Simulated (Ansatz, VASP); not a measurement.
## Be: VASP beside Ansatz

The input INCAR:

```
SYSTEM = Be
PREC = Accurate
ENCUT = 600
EDIFF = 1E-6
ISMEAR = -1
SIGMA = 0.05
LREAL = .False.
LASPH = .True.
NELM = 100
ALGO = Fast
ISIF = 3
LWAVE = .False.
LCHARG = .False.
GGA = RE
IVDW = 13
IBRION = 2
NSW = 40
EDIFFG = -0.02
```

KPOINTS

```
Automatic mesh
0
Gamma
  14 14 14
  0 0 0
```

POSCAR

```
Be
1.0
    0.0000000000      1.5790500000      1.5790500000
    1.5790500000      0.0000000000      1.5790500000
    1.5790500000      1.5790500000      0.0000000000
Be
1
Direct
    0.0000000000      0.0000000000      0.0000000000
```

The input input.yaml:

```yaml
crystal:
  lattice:
    - [0.0, 1.57905, 1.57905]
    - [1.57905, 0.0, 1.57905]
    - [1.57905, 1.57905, 0.0]
  atoms:
    - { symbol: Be, position: [0.0, 0.0, 0.0] }
hamiltonian:
  xc: revpbe
  pseudopotentials: { kind: paw }
  dispersion: d4
kpoints:
  mp_grid: { grid: [14, 14, 14] }
scf:
  occupations: { method: fermi_dirac, width: 0.05 }
output:
  forces: true
  stress: true
  eigenvalues: true
  write_density: true
  write_potential: true
  elf: true
  volumetric_format: npy
relax:
  f_tol: 0.01
  max_steps: 40
  cell: { stress_tol: 0.05 }
```

The cell was built by a generator and needn't be a form met in nature.

Alike in both runs: task relaxation of cell and atoms; functional revPBE; dispersion D4; k mesh 14 × 14 × 14; occupations fermi-dirac, width 0.05 eV; no spin polarisation.

```csv
,VASP,Ansatz
version,VASP 6.6.1,Ansatz 0.2.0
potentials or method,"VASP PAW PBE potentials, release 64 (Be)",Ansatz PAW
plane-wave cutoff (eV),600,420
valence electrons in the cell,2,2
```

|  | VASP | Ansatz | Ansatz less VASP |
| --- | --- | --- | --- |
| gap on the k mesh at the Fermi level, each at its own relaxed structure (eV) | none | none | - |
| relaxed volume (Å³/atom) | 7.76 | 7.73 | -0.026 |
| relaxed cell length with the largest relative difference (Å) | 2.222 | 2.220 | -0.0025 |

A gap of «none» marks a metal or a gap that the smearing closes.

Caveats: pairwise dispersion overbinds metals, which lowers pressure and volume; the PAW data sets were made with another functional, which shifts forces and pressure a little (VASP); the plane-wave basis is chosen anew once the cell has moved, so the energies of steps on either side of that aren't comparable (Ansatz); the PAW data sets come from PBE, with cores solved anew for the run's functional, which leaves a small shift of forces and pressure (Ansatz).
